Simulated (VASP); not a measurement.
Here is a VASP 6.6.1 calculation.

INCAR

```
SYSTEM = PbF2
ALGO = Normal ; EDIFF = 1E-7
ENCUT = 520 ; GGA = PS
ISIF = 2 ; ISMEAR = -1
LASPH = .True. ; LCHARG = .True.
LELF = .True. ; LREAL = .False.
LVHAR = .True. ; LWAVE = .False.
NBANDS = 21 ; NELM = 100
PREC = Accurate ; SIGMA = 0.05
```

Contents of KPOINTS:

```
k-points
0
Gamma
  8 8 8
  0 0 0
```

File POSCAR:

```
PbF2
1.0
    0.0000000000      2.9636600000      2.9636600000
    2.9636600000      0.0000000000      2.9636600000
    2.9636600000      2.9636600000      0.0000000000
Pb F
1 2
Direct
   -0.0176050000     -0.0002580000      0.0020670000
    0.7516350000      0.7437150000      0.7602180000
    0.2651850000      0.2496610000      0.2421990000
```

Potentials or basis: VASP PAW PBE potentials, release 64 (Pb_d, F).

Launch:

```bash
$ cat potpaw_PBE.64/Pb_d/POTCAR potpaw_PBE.64/F/POTCAR > POTCAR
$ mpirun -np 1 vasp_std > vasp.out
```

Q: What does it give for the band gap on the k mesh?

A: 4.26 eV, indirect (least direct gap 4.45 eV).

Q: Predict the pressure.

A: -1.0 GPa.

Q: Predict the largest force.

A: 0.204 eV/Å.

Stress tensor (GPa, compression positive):
```
-1.03 -0.47  0.04
-0.47 -0.99  0.41
 0.04  0.41 -0.98
```

Caveat: the PAW data sets were made with another functional, which shifts forces and pressure a little; spin-orbit coupling is left out, which as a rule narrows the gap of such compounds by several tenths of an eV. A k mesh can miss the band edges.
